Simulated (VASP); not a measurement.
GaAs, 2 atoms in the cell. The structure is cubic, space group F-43m (No. 216). Conventional cell: a = 5.745 Å, b = 5.745 Å, c = 5.745 Å, α = 90.00°, β = 90.00°, γ = 90.00°. Ga (site symmetry -43m) has 4 As at 2.49 Å as nearest neighbours. Around As (site symmetry -43m) lie 4 Ga at 2.49 Å. 

| Quantity | Value |
| --- | --- |
| Program | VASP 6.6.1 |
| Task | single point |
| Functional | PBE |
| Potentials or basis | VASP PAW PBE potentials, release 64 (Ga_d, As) |
| Cutoff | 520 eV |
| k mesh | 12 × 12 × 12 |
| Occupations | gaussian, width 0.02 eV |
| Spin | no spin polarisation |
| Dipole correction | no |
| Further INCAR settings | ALGO = Normal; EDIFF = 1e-06; NBANDS = 16 |

Potentials or basis: VASP PAW PBE potentials, release 64 (Ga_d, As).

Run with:

```sh
$ cat potpaw_PBE.64/Ga_d/POTCAR potpaw_PBE.64/As/POTCAR > POTCAR
$ mpirun -np 1 vasp_std > vasp.out
```

Hardware: 1 thread of Intel(R) Xeon(R) 6975P-C (Granite Rapids), with other jobs on the host.

Question: How long does it take, and how much memory?

Answer: It took 19 s on 1 thread of Intel(R) Xeon(R) 6975P-C (Granite Rapids) (shared host), peak memory 0.2 GiB. Counts: scf iterations 12, k points 72.
